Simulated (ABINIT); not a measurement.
# As (R-3m) in ABINIT: reference runs

Reference runs on As: the cell as given.

Program: ABINIT 10.8.3 (patched build). These are calculated values, not measurements. Logs are shortened: lines on timing, memory, paths and dates and some standing lists are left out, and cuts for length are marked. The log counts tension as positive stress, the text compression.

### 1 The structure

Symmetry: R-3m, No. 166, trigonal system. The conventional cell has a = 3.762 Å, b = 3.762 Å, c = 10.542 Å, α = 90.00°, β = 90.00°, γ = 120.00°. As (site symmetry 3m) is surrounded by 3 As at 2.51 Å.

### 2 Single point, PBEsol

run.abi reads:

```
# Pseudopotentials
pp_dirpath "./"
pseudos "As.upf"

# Structure
acell 3*1.0
rprim
     3.5541910346     2.0520131505     6.6406147546
    -3.5541910346     2.0520131505     6.6406147546
     0.0000000000    -4.1040263011     6.6406147546
ntypat 1
znucl 33
natom 2
typat 1 1
xred
     0.2260000000     0.2260000000     0.2260000000
     0.7740000000     0.7740000000     0.7740000000

# Plane-wave basis
ecut 42.0

# k points
kptopt 1
ngkpt 9 9 9
nshiftk 1
shiftk 0.0 0.0 0.0

# Exchange and correlation
ixc -116133

# Bands and occupations
nband 19
occopt 3
tsmear 0.00183747

# SCF cycle
nstep 100
tolvrs 1.0e-10

# Output
iomode 3
prtwf 0
prtden 0
prteig 0
prtebands 0
enunit 2
```

Potentials or basis: PseudoDojo NC SR PBEsol v0.4.1 standard.

Command:

```console
> abinit run.abi > log 2>&1
```

run.abo:

```text
.Version 10.8.3 of ABINIT
 Symmetries : space group R-3 m (#166); Bravais hR (rhombohedral)
================================================================================
 Values of the parameters that define the memory need of the present run
     intxc =       0    ionmov =       0      iscf =       7    lmnmax =       6
     lnmax =       6     mgfft =      48  mpssoang =       3    mqgrid =    3001
     natom =       2  nloc_mem =       1    nspden =       1   nspinor =       1
    nsppol =       1      nsym =      12    n1xccc =    2501    ntypat =       1
    occopt =       3   xclevel =       2
       mpw =        3817          nfft =      110592          nkpt =          85
================================================================================
================================================================================

--------------------------------------------------------------------------------
------------- Echo of variables that govern the present computation ------------
--------------------------------------------------------------------------------
 -outvars: echo values of preprocessed input variables --------
            acell      1.0000000000E+00  1.0000000000E+00  1.0000000000E+00 Bohr
              amu      7.49215900E+01
             ecut      4.20000000E+01 Hartree
           enunit           2
                       outvar_i_n : Printing only first  50 k-points.
              ixc     -116133
                       outvar_i_n : Printing only first  50 k-points.
         kptrlatt        9    0    0      0    9    0      0    0    9
          kptrlen      6.39754386E+01
            natom           2
            nband          19
            ngfft          48      48      48
             nkpt          85
            nstep         100
             nsym          12
           ntypat           1
                       prtocc : prtvol=0, do not print more k-points.
           occopt           3
           prtden           0
        prtebands           0
           prteig           0
            prtwf           0
            rprim      3.5541910346E+00  2.0520131505E+00  6.6406147546E+00
                      -3.5541910346E+00  2.0520131505E+00  6.6406147546E+00
                       0.0000000000E+00 -4.1040263011E+00  6.6406147546E+00
          spgroup         166
           tolvrs      1.00000000E-10
           tsmear      1.83747000E-03 Hartree
            typat      1  1
                       outvars : Printing only first  50 k-points.
           xangst     -7.9101910811E-17 -1.1959410062E-11  2.3825340307E+00
                      -2.4720943586E-16 -4.0958675513E-11  8.1596519457E+00
            xcart     -1.4948094747E-16 -2.2600009645E-11  4.5023368036E+00
                      -4.6715812951E-16 -7.7400679199E-11  1.5419507460E+01
             xred      2.2600000000E-01  2.2600000000E-01  2.2600000000E-01
                       7.7400000000E-01  7.7400000000E-01  7.7400000000E-01
            znucl       33.00000

================================================================================
[... 100 lines left out ...]
 rms dE/dt=  4.8505E-02; max dE/dt=  4.8505E-02; dE/dt below (all hartree)
    1      -0.048504621391     -0.048504621391     -0.048504621391
    2       0.048504621391      0.048504621391      0.048504621391

 cartesian coordinates (angstrom) at end:
    1     -0.00000000000000    -0.00000000001196     2.38253403066859
    2     -0.00000000000000    -0.00000000004096     8.15965194574109

 cartesian forces (hartree/bohr) at end:
    1      0.00000000000000    -0.00000000000000     0.00730423660813
    2     -0.00000000000000     0.00000000000000    -0.00730423660813
 frms,max,avg= 4.2171030E-03 7.3042366E-03   0.000E+00  0.000E+00  0.000E+00 h/b

 cartesian forces (eV/Angstrom) at end:
    1      0.00000000000000    -0.00000000000000     0.37559894798113
    2     -0.00000000000000     0.00000000000000    -0.37559894798113
 frms,max,avg= 2.1685215E-01 3.7559895E-01   0.000E+00  0.000E+00  0.000E+00 e/A
 length scales=  1.000000000000  1.000000000000  1.000000000000 bohr
              =  0.529177210544  0.529177210544  0.529177210544 angstroms
 Fermi (or HOMO) energy (hartree) =   0.20190   Average Vxc (hartree)=  -0.40126
 Eigenvalues (hartree) for nkpt=  85  k points:
 kpt#   1, nband= 19, wtk=  0.00137, kpt=  0.0000  0.0000  0.0000 (reduced coord)
  -1.13335   -1.13335   -1.13181   -1.13181   -1.13027   -1.12913   -1.12913   -1.12844
  -1.12729   -1.12729   -0.35167   -0.01118    0.11100    0.12807    0.12807    0.26100
   0.30887    0.30887    0.45494
      occupation numbers for kpt#   1
   2.00000    2.00000    2.00000    2.00000    2.00000    2.00000    2.00000    2.00000
   2.00000    2.00000    2.00000    2.00000    2.00000    2.00000    2.00000    0.00000
   0.00000    0.00000    0.00000
 prteigrs : prtvol=0 or 1, do not print more k-points.

 Fermi (or HOMO) energy (eV) =   5.49396   Average Vxc (eV)= -10.91889
 Eigenvalues (   eV  ) for nkpt=  85  k points:
 kpt#   1, nband= 19, wtk=  0.00137, kpt=  0.0000  0.0000  0.0000 (reduced coord)
 -30.84012  -30.84012  -30.79815  -30.79815  -30.75620  -30.72523  -30.72523  -30.70631
 -30.67521  -30.67521   -9.56942   -0.30421    3.02034    3.48494    3.48494    7.10207
   8.40478    8.40478   12.37962
 prteigrs : prtvol=0 or 1, do not print more k-points.

--- !EnergyTerms
iteration_state     : {dtset: 1, }
comment             : Components of total free energy in Hartree
kinetic             :  1.52346870096205E+02
hartree             :  6.00775601007084E+01
xc                  : -4.70114116175706E+01
Ewald energy        : -1.19670765900874E+02
psp_core            :  5.94478163909360E+00
local_psp           : -1.59028472394208E+02
non_local_psp       : -1.04523869254705E+02
internal            : -2.11865307331350E+02
'-kT*entropy'       : -5.49757183104634E-05
total_energy        : -2.11865362307069E+02
total_energy_eV     : -5.76515020588235E+03
band_energy         : -2.29739439231163E+01
...

 Cartesian components of stress tensor (hartree/bohr^3)
  sigma(1 1)= -2.10962376E-05  sigma(3 2)=  1.02573631E-13
  sigma(2 2)= -2.10962367E-05  sigma(3 1)=  0.00000000E+00
  sigma(3 3)=  8.05371959E-06  sigma(2 1)=  0.00000000E+00

-Cartesian components of stress tensor (GPa)         [Pressure=  3.3480E-01 GPa]
- sigma(1 1)= -6.20672738E-01  sigma(3 2)=  3.01782043E-09
- sigma(2 2)= -6.20672712E-01  sigma(3 1)=  0.00000000E+00
- sigma(3 3)=  2.36948611E-01  sigma(2 1)=  0.00000000E+00

== END DATASET(S) ==============================================================
================================================================================

 -outvars: echo values of variables after computation  --------
            acell      1.0000000000E+00  1.0000000000E+00  1.0000000000E+00 Bohr
           etotal     -2.1186536231E+02
            fcart      6.4804526000E-19 -2.4842687048E-19  7.3042366081E-03
                      -6.4804526000E-19  2.4842687048E-19 -7.3042366081E-03
            rprim      3.5541910346E+00  2.0520131505E+00  6.6406147546E+00
                      -3.5541910346E+00  2.0520131505E+00  6.6406147546E+00
                       0.0000000000E+00 -4.1040263011E+00  6.6406147546E+00
           strten     -2.1096237571E-05 -2.1096236688E-05  8.0537195909E-06
                       1.0257363146E-13  0.0000000000E+00  0.0000000000E+00
           xangst     -7.9101910811E-17 -1.1959410062E-11  2.3825340307E+00
                      -2.4720943586E-16 -4.0958675513E-11  8.1596519457E+00
             xred      2.2600000000E-01  2.2600000000E-01  2.2600000000E-01
                       7.7400000000E-01  7.7400000000E-01  7.7400000000E-01
 Calculation completed.
```

It took 8.8 min on 1 thread of Intel Xeon at 2.50GHz (Skylake/Cascade Lake), shared host; peak memory 0.18 GiB.

What came out:

| Quantity | Value |
| --- | --- |
| Free energy | -5765.1502 eV |
| Pressure | 0.3 GPa |
| Largest force | 0.376 eV/Å |
| Band gap on the k mesh | none (metal or under the smearing width) |
| Valence electrons inside the program's atomic spheres | As 12.28 (radii [1.0584] Å) |

Forces in eV/Å, atoms in the order of the input:
```
As   0.000  0.000  0.376
As   0.000  0.000 -0.376
```

Stress tensor (GPa, compression positive):
```
 0.62  0.00  0.00
 0.00  0.62  0.00
 0.00  0.00 -0.24
```

Levels at points of the mesh, in eV from the Fermi level:
| k point | band 12 | band 13 | band 14 | band 15 | band 16 | band 17 | band 18 | band 19 |
| --- | --- | --- | --- | --- | --- | --- | --- | --- |
| (0.00, 0.00, 0.00) | -5.80 | -2.47 | -2.01 | -2.01 | 1.61 | 2.91 | 2.91 | 6.89 |
